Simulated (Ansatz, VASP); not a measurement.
# ScAl in VASP and in Ansatz

```
Sc Al
1.0
     3.37035    0.00000    0.00000
     0.00000    3.37035    0.00000
     0.00000    0.00000    3.37035
Sc Al
1 1
Direct
  0.50000 0.50000 0.50000
  0.00000 0.00000 0.00000
```

The cell comes from a database or a generator and needn't be the stable form of this composition.

Alike in both runs: task single point; functional PBEsol; k mesh 6 × 6 × 6; occupations gaussian, width 0.1 eV; no spin polarisation.

```csv
,VASP,Ansatz
version,VASP 6.6.1,Ansatz 0.2.0
potentials or method,"VASP PAW PBE potentials, release 64 (Sc_sv, Al)","scalar-relativistic, plane waves, PAW"
plane-wave cutoff (eV),520,420
valence electrons in the cell,14,14
```

```csv
,VASP,Ansatz,Ansatz less VASP
gap on the k mesh at the Fermi level (eV),none,none,-
pressure (GPa),-1.6,-1.7,-0.14
```

A gap of «none» marks a metal or a gap that the smearing closes. With one functional, cell and mesh, what is left measures potentials, basis and numerics.

Caveats: the PAW data sets were made with another functional, which shifts forces and pressure a little (VASP).
